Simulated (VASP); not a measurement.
Write the native input for VASP 6.6.1 that does the following.

```yaml
Task: band structure
Functional: r2SCAN
Potentials_or_basis: VASP PAW PBE potentials, release 64 (Na_pv, H)
Cutoff: 520 eV
k_mesh: 10 × 10 × 10
Occupations: gaussian, width 0.02 eV
Spin: no spin polarisation
Ladder: free
Further_INCAR_settings: ALGO = Normal; EDIFF = 1e-06; NBANDS = 11
```

The structure of NaH lies in POSCAR:

```
NaH
1.0
    0.0000000000      2.4400000000      2.4400000000
    2.4400000000      0.0000000000      2.4400000000
    2.4400000000      2.4400000000      0.0000000000
Na H
1 1
Direct
    0.0000000000      0.0000000000      0.0000000000
    0.5000000000      0.5000000000      0.5000000000
```

These files were run (other wordings do the same):

INCAR

```
PREC = Accurate
ENCUT = 520
EDIFF = 1E-6
ISMEAR = 0
SIGMA = 0.02
LREAL = F
LASPH = T
NELM = 60
ALGO = Normal
ISIF = 2
LWAVE = F
LCHARG = F
METAGGA = R2SCAN
LMIXTAU = T
NBANDS = 11
```

KPOINTS

```
regular mesh
0
Gamma
  10 10 10
```

KPOINTS_OPT

```
path GXWKGLUWLK,UX
20
line-mode
reciprocal
 0.0000000000  0.0000000000  0.0000000000  G
 0.5000000000  0.0000000000  0.5000000000  X

 0.5000000000  0.0000000000  0.5000000000  X
 0.5000000000  0.2500000000  0.7500000000  W

 0.5000000000  0.2500000000  0.7500000000  W
 0.3750000000  0.3750000000  0.7500000000  K

 0.3750000000  0.3750000000  0.7500000000  K
 0.0000000000  0.0000000000  0.0000000000  G

 0.0000000000  0.0000000000  0.0000000000  G
 0.5000000000  0.5000000000  0.5000000000  L

 0.5000000000  0.5000000000  0.5000000000  L
 0.6250000000  0.2500000000  0.6250000000  U

 0.6250000000  0.2500000000  0.6250000000  U
 0.5000000000  0.2500000000  0.7500000000  W

 0.5000000000  0.2500000000  0.7500000000  W
 0.5000000000  0.5000000000  0.5000000000  L

 0.5000000000  0.5000000000  0.5000000000  L
 0.3750000000  0.3750000000  0.7500000000  K

 0.6250000000  0.2500000000  0.6250000000  U
 0.5000000000  0.0000000000  0.5000000000  X
```

Potentials or basis: VASP PAW PBE potentials, release 64 (Na_pv, H).

Command:

```bash
$ cat potpaw_PBE.64/Na_pv/POTCAR potpaw_PBE.64/H/POTCAR > POTCAR
$ mpirun -np 1 vasp_std > vasp.out
```

Results of the run:

```yaml
Pressure: -1.3 GPa
Band_gap_on_the_k_mesh: 4.33 eV, indirect (least direct gap 5.14 eV)
Band_gap_along_the_path: 4.31 eV, indirect (least direct gap 5.14 eV)
```

Caveat: the PAW data sets were made with another functional, which shifts forces and pressure a little.

Wall time 2.5 min on 1 thread of Intel(R) Xeon(R) Platinum 8488C (Sapphire Rapids), with other jobs on the host, peak memory 0.16 GiB.
